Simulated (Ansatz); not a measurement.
**CdS (P6_3mc): the host for defect calculations**

Before any defect goes in: CdS (P6_3mc) at rest, and how it screens a charge.

Program: Ansatz 0.2.0. Level of theory: plane-wave PAW DFT, r2SCAN; relaxation of the host's cell and atoms; PAW set soft_1, in the first sound run; inputs show where later runs differ. Results are calculated unless marked as measured.

## 1. The structure

It takes space group P6_3mc (No. 186, hexagonal). Conventional cell: a = 4.169 Å, b = 4.169 Å, c = 6.780 Å, α = 90.00°, β = 90.00°, γ = 120.00°. Cd has 4 S at 2.55 Å nearest. Nearest to S lie 4 Cd at 2.55 Å. Farther neighbours and most contacts between anions are not listed.

## 2. Host cell relaxation

Cell and atoms are relaxed together, until forces and stress fall under their thresholds.

Input file cell/input.yaml:

```yaml
crystal:
  lattice:
    - [4.1688381, 0.0, 0.0]
    - [-2.084419, 3.6103197, 0.0]
    - [0.0, 0.0, 6.7796174]
  atoms:
    - { symbol: Cd, position: [0.66666667, 0.33333333, 0.50022437] }
    - { symbol: Cd, position: [0.33333333, 0.66666667, 0.00022437] }
    - { symbol: S, position: [0.66666667, 0.33333333, 0.87677563] }
    - { symbol: S, position: [0.33333333, 0.66666667, 0.37677563] }
basis:
  ecutwfc: 500
  xc_grid: 2
hamiltonian:
  xc: r2scan
  pseudopotentials: { kind: paw, azcp: { folder: soft_1 } }
kpoints:
  mp_grid: { grid: [8, 8, 4] }
scf:
  occupations: { method: fixed }
  max_iter: 100
relax:
  f_tol: 0.005
  max_steps: 60
  cell: {}
output:
  forces: true
  stress: true
checkpoint:
  write: "../cell.run"
  compress: false
  write_wavefunctions: false
  write_every: 100000
```

Command:

```
> ansatz run input.yaml --threads 32 --pin off --max-ram 56524MiB --backend cuda --events-out ev --progress --plain --runs-dir out --max-vram 78GiB
```

Numbers of over 12 decimals in the logs are rounded to 6 here.

Log:

```text
Engine: ansatz 0.2.0, aarch64-unknown-linux-gnu
[...]
Pseudopotential: Cd, paw, valence charge 20, recommended cutoff 500 eV (meta_gga), soft_1/Cd.paw.azcp
Pseudopotential: S, paw, valence charge 6, recommended cutoff 500 eV (meta_gga), soft_1/S.paw.azcp
Functional definition: r2SCAN
[...]
Crystal: 4 atoms, lattice volume = 102.039 Å³
Basis set: ecut = 500 eV, 2611 PW (Γ), exchange–correlation on 64×64×100 points (8 copies of the dense FFT grid, shifted against one another)
Bands: 32, of which v1, the nominal top of the filled ones, is band 26 counted from 1 (25 counted from 0)
[...]
Space group: P63mc (ITA 186), of the structure as read, at distance tolerance 4.7e-5 Å
k-points: 30 of 256 (time reversal used)
[...]
Functional: x = r2scan, c = r2scan; τ floored in thin density (d = 2e-4 eV/Å³)
[...]
SCF 3 converged in 5 iterations: F = -18351.350688 eV  dr2 = 3.43e-11
relax step   3: F+E_penalty+E_count = -18351.35068849 eV  Δ(F+E_penalty+E_count) = +1.658e-4 eV  max|allowed force component| = 3.065e-3 eV/Å  Δτ_max = 0.0000 Å  P = +0.026 GPa  Ω = 101.615 Å³  stress [...]
basis re-selected at this cell: Δ(F+E_penalty+E_count) = +1.658e-4 eV, ΔP = -0.000 GPa vs the last step (what re-selecting the basis moved, of the pressure what is left beyond the Pulay correction tha [...]
SCF converged after 5 iterations
Free energy (F): -18351.350688 eV
[...]
Fermi energy:    6.310357 eV
--- Per-component energies (eV) ---
[...]
--- Forces (eV/Å), atoms counted from 1 ---
[...]
--- Stress (GPa, compression-positive) ---
        0.022389       0.000000       0.000000
        0.000000       0.022389      -0.000000
        0.000000       0.000000       0.032051
  P = ⅓ Tr σ = 0.0256 GPa (0.256 kbar)
--- Band table (eV; the first three rows and the last of 30) ---
[...]
--- Relaxed structure (2 steps of the walk, 2 accepted, 1 SCFs on fresh bases) ---
[...]
```

Elapsed: 1.7 s, on 1 × NVIDIA GB200 with 32 threads of Arm Neoverse V2, shared host; peak memory 1.1 GiB.

The steps of the relaxation:

| step | energy less that of the first step (eV) | largest force component (eV/Å) | pressure (GPa) | volume (Å³) |
| --- | --- | --- | --- | --- |
| 1 | 0.0000 | 0.0064 | -0.22 | 102.04 |
| 2 | -0.0004 | 0.0031 | 0.03 | 101.62 |
| 3* | -0.0003 | 0.0031 | 0.03 | 101.62 |

Relaxation steps marked * repeat the geometry before them on a plane-wave basis chosen anew for their cell, so energy and pressure can jump there.

| conventional cell, symmetrised | before | after | change |
| --- | --- | --- | --- |
| a (Å) | 4.169 | 4.164 | -0.1 % |
| b (Å) | 4.169 | 4.164 | -0.1 % |
| c (Å) | 6.780 | 6.768 | -0.2 % |
| volume (Å³/atom) | 25.51 | 25.40 | -0.4 % |

Final coordinates:

```xyz
4
Lattice="4.1639 0.0000 0.0000 -2.0819 3.6060 0.0000 0.0000 0.0000 6.7675" Properties=species:S:1:pos:R:3 pbc="T T T"
Cd    2.0819    1.2020    3.3845
Cd    0.0000    2.4040    0.0007
S     2.0819    1.2020    5.9344
S     0.0000    2.4040    2.5506
```

Numbers from this step:

| Property | Result |
| --- | --- |
| pressure | 0.02561 GPa |

The cell shrank by 0.4 % in volume.

## 3. Dielectric tensors of the host

The response to a uniform electric field gives the electronic dielectric tensor.

This step: plane-wave PAW DFPT, PBEsol; dielectric tensors, Born charges and zone-centre modes of the host; PAW set soft_1 (Ansatz 0.2.0).

Input file eps/input.yaml:

```yaml
crystal:
  lattice:
    - [4.163892714, -2.88e-08, 0.0]
    - [-2.081946332, 3.6060368833, 0.0]
    - [0.0, 0.0, 6.7675079654]
  atoms:
    - { symbol: Cd, position: [0.6666666667, 0.3333333333, 0.5001052249] }
    - { symbol: Cd, position: [0.3333333333, 0.6666666667, 0.0001052249] }
    - { symbol: S, position: [0.6666666667, 0.3333333333, 0.8768947751] }
    - { symbol: S, position: [0.3333333333, 0.6666666667, 0.3768947751] }
basis:
  ecutwfc: 420
hamiltonian:
  xc: pbesol
  pseudopotentials: { kind: paw, azcp: { folder: soft_1 }, xc_functional: pbe }
kpoints:
  mp_grid: { grid: [7, 7, 4] }
scf:
  occupations: { method: fixed }
  max_iter: 100
phonons:
  method: dfpt
  dielectric: true
  rigid_motions: translations
```

Log:

```text
[...]
Crystal: 4 atoms, lattice volume = 101.615 Å³
Basis set: ecut = 420 eV, 1985 PW (Γ), exchange–correlation on 60×60×96 points (8 copies of the dense FFT grid, shifted against one another)
Bands: 32, of which v1, the nominal top of the filled ones, is band 26 counted from 1 (25 counted from 0)
[...]
k-points: 60 of 196 (irreducible under 2 space group operations, time reversal used)
[...]
SCF iter   1: F=—  HF=-18140.677790 eV  |F-HF|=—  |Δ(HF+E_count)|=         —  Δρ=2.53e-2  dr2=4.98e-1  ethr=3.10e-3  ⟨swp⟩=4.9  Hψ=6750  notcnv=0  defer=238
[...]
k-points: 90
[...]
SCF iter   3: F=—  HF=-18140.552348 eV  |F-HF|=—  |Δ(HF+E_count)|=   1.65e-6  Δρ=1.68e-5  dr2=1.75e-7  ethr=4.23e-9
SCF iter   4: F=-18140.552349 eV  HF=-18140.552349 eV  |F-HF|=3.61e-8  |Δ(HF+E_count)|=   4.79e-8  Δρ=4.27e-6  dr2=3.57e-8  ethr=3.36e-10
SCF 1 converged in 4 iterations: F = -18140.552349 eV  dr2 = 3.57e-8
[...]
WARN: field response: ε∞ stands inside a basis, on 10×10×6 points; the force constants stand on the 7×7×4 k-mesh, whose period is 8.95 times the interband length at k = (0.0000, 0.0000, 0.0000), direc [...]
SCF converged after 10 iterations
Free energy (F): -18140.570082 eV
[...]
Fermi energy:    6.468996 eV
[...]
--- Band table (eV; the first three rows and the last of 60) ---
[...]
--- Phonons (Γ-DFPT): 4 representative perturbations + reference (Σ response iterations 22) ---
  k mesh reduced under 2 symmetry operations, with k and −k counted as one. Each operation leaves every solved perturbation unchanged. A smaller set is not considered because the run solves the response to a homogeneous field
  ASR residual: 3.106e-5 → 0.000e0 eV/Å²; symmetrization residual: 1.298e-6 eV/Å²
  ASR residual per site (eV/Å²): 6.27e-6 6.27e-6 3.11e-5 3.11e-5
  Γ frequencies (cm⁻¹): 0.00 0.00 0.00 44.57 44.57 129.67 216.93 224.47 224.47 236.52 236.52 283.76
  ε∞ (high-frequency dielectric tensor):
        6.285733    -0.000000     0.000000
        0.000000     6.285733    -0.000000
        0.000000    -0.000000     6.378705
  ε⁰ (static dielectric tensor: ions relaxed, cell fixed):
        9.816362    -0.000000     0.000000
        0.000000     9.816362    -0.000000
        0.000000    -0.000000    10.488063
  ε⁰ − ε∞ (ionic part):
        3.530628    -0.000000     0.000000
       -0.000000     3.530628    -0.000000
        0.000000    -0.000000     4.109357
  softest optical mode at Γ: 44.57 cm⁻¹; the repairs (sum rule, projections) moved no ω² at Γ by more than (0.63 cm⁻¹)²
  Born effective charges Z* (e; rows j = field, columns β = displacement):
    site 0:
         2.14057   -0.00000    0.00000
        -0.00000    2.14057   -0.00000
         0.00000   -0.00000    2.23177
    site 1:
         2.14057   -0.00000    0.00000
        -0.00000    2.14057   -0.00000
         0.00000   -0.00000    2.23177
    site 2:
        -2.14057    0.00000   -0.00000
         0.00000   -2.14057    0.00000
        -0.00000    0.00000   -2.23177
    site 3:
        -2.14057    0.00000   -0.00000
         0.00000   -2.14057    0.00000
        -0.00000    0.00000   -2.23177
  Z* charge neutrality: 7.053e-3 e pre-enforcement
  solved inside a basis spanned on kpoints, on 10×10×6 k-points transformed towards the longest dipole: ε∞ is read to err by 2.5e-2, Z* by 2.4e-2 e (field_mesh: kpoints solves on kpoints); Z* is corrected for what the basis lacks
  optical modes at Γ without the LO–TO term, one row a degenerate level:
      ω (cm⁻¹)  modes    IR ((D/Å)²/amu)
         44.57      2             0.0000
        129.67      1             0.0000
        216.93      1             9.2129
        224.47      2            16.9507
        236.52      2             0.0000
        283.76      1             0.0000
  optical modes at Γ + LO–TO along q̂ = [1.0000, 0.0000, 0.0000]:
      ω (cm⁻¹)  modes    IR ((D/Å)²/amu)
         44.57      2             0.0000
        129.67      1             0.0000
        216.93      1             9.2129
        224.47      1             8.4753
        236.52      2             0.0000
        280.51      1             8.4753
        283.76      1             0.0000
  optical modes at Γ + LO–TO along q̂ = [0.0000, 1.0000, 0.0000]:
      ω (cm⁻¹)  modes    IR ((D/Å)²/amu)
         44.57      2             0.0000
        129.67      1             0.0000
        216.93      1             9.2129
        224.47      1             8.4753
        236.52      2             0.0000
        280.51      1             8.4753
        283.76      1             0.0000
  optical modes at Γ + LO–TO along q̂ = [0.0000, 0.0000, 1.0000]:
      ω (cm⁻¹)  modes    IR ((D/Å)²/amu)
         44.57      2             0.0000
        129.67      1             0.0000
        224.47      2            16.9507
        236.52      2             0.0000
        278.16      1             9.2129
        283.76      1             0.0000
[...]
```

Run time: 12 s. Hardware: 1 × NVIDIA GB200 with 32 threads; peak memory 2.4 GiB.

Electronic dielectric tensor:

```
6.29 0.00 0.00
0.00 6.29 0.00
0.00 0.00 6.38
```

Static dielectric tensor:

```
 9.82  0.00  0.00
 0.00  9.82  0.00
 0.00  0.00 10.49
```

The principal values of the electronic dielectric tensor are 6.29, 6.29 and 6.38. The principal values of the static dielectric tensor are 9.82, 9.82 and 10.49.

## 4. Primitive cell on a dense mesh

A dense mesh gives the host's converged energy, against which the supercell's sampling is tested.

This step: plane-wave PAW DFT, r2SCAN; single point of the host's primitive cell on a dense mesh; PAW set soft_1 (Ansatz 0.2.0).

Input file dense/input.yaml:

```yaml
crystal:
  lattice:
    - [4.163892714, -2.88e-08, 0.0]
    - [-2.081946332, 3.6060368833, 0.0]
    - [0.0, 0.0, 6.7675079654]
  atoms:
    - { symbol: Cd, position: [0.6666666667, 0.3333333333, 0.5001052249] }
    - { symbol: Cd, position: [0.3333333333, 0.6666666667, 0.0001052249] }
    - { symbol: S, position: [0.6666666667, 0.3333333333, 0.8768947751] }
    - { symbol: S, position: [0.3333333333, 0.6666666667, 0.3768947751] }
basis:
  ecutwfc: 500
  xc_grid: 2
hamiltonian:
  xc: r2scan
  pseudopotentials: { kind: paw, azcp: { folder: soft_1 } }
kpoints:
  mp_grid: { grid: [8, 8, 4] }
scf:
  occupations: { method: fermi_dirac, width: 0.01 }
  max_iter: 80
```

Log:

```text
[...]
Crystal: 4 atoms, lattice volume = 101.615 Å³
Basis set: ecut = 500 eV, 2575 PW (Γ), exchange–correlation on 64×64×100 points (8 copies of the dense FFT grid, shifted against one another)
Bands: 30, of which v1, the nominal top of the filled ones, is band 26 counted from 1 (25 counted from 0)
[...]
k-points: 30 of 256 (time reversal used)
[...]
SCF iter   2: F=—  HF=-18351.301007 eV  |F-HF|=—  |Δ(HF+E_count)|=   2.54e-2  Δρ=1.59e-2  dr2=2.04e-1  dr2_τ=1.80e-2  ethr=1.50e-3  ⟨swp⟩=3.0  Hψ=1802  notcnv=0
[...]
SCF iter   7: F=—  HF=-18351.350688 eV  |F-HF|=—  |Δ(HF+E_count)|=   2.62e-6  Δρ=1.28e-5  dr2=1.67e-7  dr2_τ=2.93e-9  ethr=6.27e-9  ⟨swp⟩=2.0  Hψ=1438  notcnv=0
SCF iter   8: F=-18351.350688 eV  HF=-18351.350688 eV  |F-HF|=1.94e-9  |Δ(HF+E_count)|=   9.48e-8  Δρ=3.19e-6  dr2=9.50e-9  dr2_τ=3.13e-10  ethr=1.95e-10  ⟨swp⟩=3.0  Hψ=2150  notcnv=0
SCF 1 converged in 8 iterations: F = -18351.350688 eV  dr2 = 9.50e-9
[...]
SCF converged after 8 iterations
Free energy (F): -18351.350688 eV
[...]
Fermi energy:    7.127708 eV
[...]
```

It took 1.3 s on 1 × NVIDIA GB200 with 32 threads; peak memory 1.1 GiB.

## 5. Self-consistent run

This step: plane-wave PAW DFT, r2SCAN; single point of the defect-free supercell, a test of its k-points; PAW set soft_1 (Ansatz 0.2.0).

System of this step: CdS (P6_3mc). The cell holds 72 atoms: 36 Cd and 36 S. Cell: a = 12.492 Å, b = 12.492 Å, c = 13.535 Å, α = 90.0°, β = 90.0°, γ = 120.0°.

Input file pristine.sampling/input.yaml:

```yaml
crystal:
  lattice:
    - [12.4916781419, -8.65e-08, 0.0]
    - [-6.245838996, 10.81811065, 0.0]
    - [0.0, 0.0, 13.5350159308]
  atoms:
    - { symbol: Cd, position: [0.2222222222, 0.1111111111, 0.2500526124] }
    - { symbol: Cd, position: [0.1111111111, 0.2222222222, 5.26124e-05] }
    - { symbol: S, position: [0.2222222222, 0.1111111111, 0.4384473876] }
    - { symbol: S, position: [0.1111111111, 0.2222222222, 0.1884473876] }
    - { symbol: Cd, position: [0.2222222222, 0.1111111111, 0.7500526124] }
    - { symbol: Cd, position: [0.1111111111, 0.2222222222, 0.5000526124] }
    - { symbol: S, position: [0.2222222222, 0.1111111111, 0.9384473876] }
    - { symbol: S, position: [0.1111111111, 0.2222222222, 0.6884473876] }
    - { symbol: Cd, position: [0.2222222222, 0.4444444444, 0.2500526124] }
    - { symbol: Cd, position: [0.1111111111, 0.5555555556, 5.26124e-05] }
    - { symbol: S, position: [0.2222222222, 0.4444444444, 0.4384473876] }
    - { symbol: S, position: [0.1111111111, 0.5555555556, 0.1884473876] }
    - { symbol: Cd, position: [0.2222222222, 0.4444444444, 0.7500526124] }
    - { symbol: Cd, position: [0.1111111111, 0.5555555556, 0.5000526124] }
    - { symbol: S, position: [0.2222222222, 0.4444444444, 0.9384473876] }
    - { symbol: S, position: [0.1111111111, 0.5555555556, 0.6884473876] }
    - { symbol: Cd, position: [0.2222222222, 0.7777777778, 0.2500526124] }
    - { symbol: Cd, position: [0.1111111111, 0.8888888889, 5.26124e-05] }
    - { symbol: S, position: [0.2222222222, 0.7777777778, 0.4384473876] }
    - { symbol: S, position: [0.1111111111, 0.8888888889, 0.1884473876] }
    - { symbol: Cd, position: [0.2222222222, 0.7777777778, 0.7500526124] }
    - { symbol: Cd, position: [0.1111111111, 0.8888888889, 0.5000526124] }
    - { symbol: S, position: [0.2222222222, 0.7777777778, 0.9384473876] }
    - { symbol: S, position: [0.1111111111, 0.8888888889, 0.6884473876] }
    - { symbol: Cd, position: [0.5555555556, 0.1111111111, 0.2500526124] }
    - { symbol: Cd, position: [0.4444444444, 0.2222222222, 5.26124e-05] }
    - { symbol: S, position: [0.5555555556, 0.1111111111, 0.4384473876] }
    - { symbol: S, position: [0.4444444444, 0.2222222222, 0.1884473876] }
    - { symbol: Cd, position: [0.5555555556, 0.1111111111, 0.7500526124] }
    - { symbol: Cd, position: [0.4444444444, 0.2222222222, 0.5000526124] }
    - { symbol: S, position: [0.5555555556, 0.1111111111, 0.9384473876] }
    - { symbol: S, position: [0.4444444444, 0.2222222222, 0.6884473876] }
    - { symbol: Cd, position: [0.5555555556, 0.4444444444, 0.2500526124] }
    - { symbol: Cd, position: [0.4444444444, 0.5555555556, 5.26124e-05] }
    - { symbol: S, position: [0.5555555556, 0.4444444444, 0.4384473876] }
    - { symbol: S, position: [0.4444444444, 0.5555555556, 0.1884473876] }
    - { symbol: Cd, position: [0.5555555556, 0.4444444444, 0.7500526124] }
    - { symbol: Cd, position: [0.4444444444, 0.5555555556, 0.5000526124] }
    - { symbol: S, position: [0.5555555556, 0.4444444444, 0.9384473876] }
    - { symbol: S, position: [0.4444444444, 0.5555555556, 0.6884473876] }
    - { symbol: Cd, position: [0.5555555556, 0.7777777778, 0.2500526124] }
    - { symbol: Cd, position: [0.4444444444, 0.8888888889, 5.26124e-05] }
    - { symbol: S, position: [0.5555555556, 0.7777777778, 0.4384473876] }
    - { symbol: S, position: [0.4444444444, 0.8888888889, 0.1884473876] }
    - { symbol: Cd, position: [0.5555555556, 0.7777777778, 0.7500526124] }
    - { symbol: Cd, position: [0.4444444444, 0.8888888889, 0.5000526124] }
    - { symbol: S, position: [0.5555555556, 0.7777777778, 0.9384473876] }
    - { symbol: S, position: [0.4444444444, 0.8888888889, 0.6884473876] }
    - { symbol: Cd, position: [0.8888888889, 0.1111111111, 0.2500526124] }
    - { symbol: Cd, position: [0.7777777778, 0.2222222222, 5.26124e-05] }
    - { symbol: S, position: [0.8888888889, 0.1111111111, 0.4384473876] }
    - { symbol: S, position: [0.7777777778, 0.2222222222, 0.1884473876] }
    - { symbol: Cd, position: [0.8888888889, 0.1111111111, 0.7500526124] }
    - { symbol: Cd, position: [0.7777777778, 0.2222222222, 0.5000526124] }
    - { symbol: S, position: [0.8888888889, 0.1111111111, 0.9384473876] }
    - { symbol: S, position: [0.7777777778, 0.2222222222, 0.6884473876] }
    - { symbol: Cd, position: [0.8888888889, 0.4444444444, 0.2500526124] }
    - { symbol: Cd, position: [0.7777777778, 0.5555555556, 5.26124e-05] }
    - { symbol: S, position: [0.8888888889, 0.4444444444, 0.4384473876] }
    - { symbol: S, position: [0.7777777778, 0.5555555556, 0.1884473876] }
    - { symbol: Cd, position: [0.8888888889, 0.4444444444, 0.7500526124] }
    - { symbol: Cd, position: [0.7777777778, 0.5555555556, 0.5000526124] }
    - { symbol: S, position: [0.8888888889, 0.4444444444, 0.9384473876] }
    - { symbol: S, position: [0.7777777778, 0.5555555556, 0.6884473876] }
    - { symbol: Cd, position: [0.8888888889, 0.7777777778, 0.2500526124] }
    - { symbol: Cd, position: [0.7777777778, 0.8888888889, 5.26124e-05] }
    - { symbol: S, position: [0.8888888889, 0.7777777778, 0.4384473876] }
    - { symbol: S, position: [0.7777777778, 0.8888888889, 0.1884473876] }
    - { symbol: Cd, position: [0.8888888889, 0.7777777778, 0.7500526124] }
    - { symbol: Cd, position: [0.7777777778, 0.8888888889, 0.5000526124] }
    - { symbol: S, position: [0.8888888889, 0.7777777778, 0.9384473876] }
    - { symbol: S, position: [0.7777777778, 0.8888888889, 0.6884473876] }
basis:
  ecutwfc: 500
  xc_grid: 2
hamiltonian:
  xc: r2scan
  pseudopotentials: { kind: paw, azcp: { folder: soft_1 } }
kpoints:
  mp_grid: { grid: [1, 1, 1], shift: [0.25, 0.25, 0.25] }
scf:
  occupations: { method: fermi_dirac, width: 0.01 }
  max_iter: 80
```

Log:

```text
[...]
Crystal: 72 atoms, lattice volume = 1829.073 Å³
Basis set: ecut = 500 eV, 46549 PW (Γ), exchange–correlation on 192×192×200 points (8 copies of the dense FFT grid, shifted against one another)
Bands: 540, of which v1, the nominal top of the filled ones, is band 468 counted from 1 (467 counted from 0)
[...]
k-points: 1
[...]
SCF iter   2: F=—  HF=-330324.219632 eV  |F-HF|=—  |Δ(HF+E_count)|=   3.92e-1  Δρ=1.58e-2  dr2=3.59e0  dr2_τ=3.21e-1  ethr=1.46e-3  ⟨swp⟩=4.0  Hψ=1120  notcnv=0
[...]
SCF iter   7: F=—  HF=-330325.102040 eV  |F-HF|=—  |Δ(HF+E_count)|=   1.39e-2  Δρ=9.76e-6  dr2=2.22e-6  dr2_τ=7.27e-8  ethr=5.23e-9  ⟨swp⟩=2.0  Hψ=796  notcnv=0  defer=68
SCF iter   8: F=-330325.102042 eV  HF=-330325.102042 eV  |F-HF|=2.91e-8  |Δ(HF+E_count)|=   1.57e-6  Δρ=2.30e-6  dr2=1.04e-7  dr2_τ=5.17e-9  ethr=1.07e-10  ⟨swp⟩=3.0  Hψ=1299  notcnv=0
SCF 1 converged in 8 iterations: F = -330325.102042 eV  dr2 = 1.04e-7
[...]
SCF converged after 8 iterations
Free energy (F): -330325.102042 eV
[...]
Fermi energy:    7.547525 eV
[...]
```

It took 1.9 s on 1 × NVIDIA GB200 with 32 threads; peak memory 1.5 GiB; 4.5 s of CPU time.

Numbers from this step:

```
energy over dense mesh : -0.01097 eV/atom
```

(Part 1 of 2 ends here.)

[Logs are printed without paths, hosts, clocks, repeated set-up lines and the standing remarks that a program may print on its own settings, such as how far it seeks lower states.]

[Hosts, paths, dates, database ids (printed as entryN), source tags and the programs' standing remarks are cut or masked in the printed files.]

[Runs of the host that timed out are not shown.]

[For some hosts the program warned that the k-mesh of the response run may be too coarse for force constants and the static dielectric constant; such warnings are not always shown.]
